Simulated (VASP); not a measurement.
Runs of VASP 6.6.1 on Si. It takes space group Fd-3m (No. 227, cubic). The conventional cell has a = 5.444 Å, b = 5.444 Å, c = 5.444 Å, α = 90.00°, β = 90.00°, γ = 90.00°. Si (site symmetry -43m) has 4 Si at 2.36 Å as nearest neighbours. 

```csv
task,level,cell,k mesh,cutoff (eV),smearing,grid for exact exchange (PRECFOCK),exchange at q = 0,mesh quality,gap on the mesh (eV),pressure (GPa),relaxed volume (Å³/atom)
density of states,BLYP+D4,cell strained at random at fixed volume,8 × 8 × 8,520,gaussian 0.05 eV,-,-,not flagged,0.68,-0.7,-
relaxation of cell and atoms,vdW-DF2,relaxed,8 × 8 × 8,600,fermi-dirac 0.05 eV,-,-,not flagged,1.00,0.0,21.25
relaxation of cell and atoms,vdW-DF,relaxed,8 × 8 × 8,600,fermi-dirac 0.05 eV,-,-,not flagged,0.90,0.0,(a)
single point,RPBE,as given,8 × 8 × 8,520,gaussian 0.05 eV,-,-,not flagged,0.68,2.7,-
band structure,PBEsol0,as given,4 × 4 × 4,520,fermi-dirac 0.05 eV,Fast,truncated,coarse,1.94,-1.3,-
relaxation of cell and atoms,optB86b-vdW,relaxed,8 × 8 × 8,600,fermi-dirac 0.05 eV,-,-,not flagged,0.66,0.0,20.30
relaxation of cell and atoms,optPBE-vdW,relaxed,8 × 8 × 8,600,fermi-dirac 0.05 eV,-,-,not flagged,0.78,0.0,(b)
```

Alike in all rows: potentials or basis VASP PAW PBE potentials, release 64 (Si); no spin polarisation.

Problem. Fill in the values left out.

Solution. (a) 20.94; (b) 20.61.

Caveats: some runs use coarse meshes; the PAW data sets were made with another functional, which shifts forces and pressure a little; the mesh misses the band edges, which the band path finds closer together (some runs).

Runs at the PBE level aren't shown here.
